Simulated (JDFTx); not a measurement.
Runs of JDFTx 1.7.0 (patched build) on AlCo. The structure is cubic, space group Pm-3m (No. 221). Conventional cell: a = 2.819 Å, b = 2.819 Å, c = 2.819 Å, α = 90.00°, β = 90.00°, γ = 90.00°. Co (site symmetry m-3m) is surrounded by 8 Al at 2.44 Å. Al (site symmetry m-3m) has 8 Co at 2.44 Å as nearest neighbours. The cell is a database's computed one.

| task | level | potentials or basis | cell | k mesh | local potential set to -Z/r beyond | further solve for the empty bands | pseudo rcut | mesh quality | gap on the mesh (eV) | pressure (GPa) | moment (μB) | relaxed volume (Å³/atom) |
| --- | --- | --- | --- | --- | --- | --- | --- | --- | --- | --- | --- | --- |
| relaxation of cell and atoms | LDA | PseudoDojo-SR-PBE-0.5-standard with smoothed tails | relaxed | 4 × 4 × 4 | 6 bohr | no | 6 | coarse | none | 0.1 | (b) | 11.15 |
| relaxation of cell and atoms | RPBE | PseudoDojo-SR-PBE-0.5-standard with smoothed tails | relaxed | 4 × 4 × 4 | 6 bohr | no | 6 | coarse | none | 0.0 | 0.47 | 11.95 |
| relaxation of cell and atoms | revPBE | PseudoDojo-SR-PBE-0.5-standard with smoothed tails | relaxed | 4 × 4 × 4 | 6 bohr | no | 6 | coarse | none | 0.0 | 0.47 | (a) |
| relaxation of cell and atoms | PBE | PseudoDojo-SR-PBE-0.5-standard with smoothed tails | relaxed | 4 × 4 × 4 | 6 bohr | no | 6 | coarse | none | 0.0 | 0.47 | 11.77 |
| relaxation of cell and atoms | AM05 | PseudoDojo-SR-PBE-0.5-standard with smoothed tails | relaxed | 4 × 4 × 4 | 6 bohr | no | 6 | coarse | none | 0.0 | 0.21 | (c) |
| relaxation of cell and atoms | PBEsol | PseudoDojo-SR-PBE-0.5-standard with smoothed tails | relaxed | 4 × 4 × 4 | 6 bohr | no | 6 | coarse | none | 0.0 | 0.47 | 11.45 |

Alike in all rows: spin collinear, ferromagnetic start; cutoff (eV) 1306; smearing fermi-dirac 0.05 eV.

Q: Fill in the values left out.

A: (a) 11.90; (b) 0.07; (c) 11.35.

Caveats: all runs use coarse meshes; the potentials were made for another functional, which shifts forces and pressure (some runs); the plane waves are those of the starting cell, so after so large a change of volume the result is rough (some runs).

A k mesh can miss the band edges.

A gap of «none» marks a metal or a gap under the smearing width.

Not every run made on this cell is shown here.
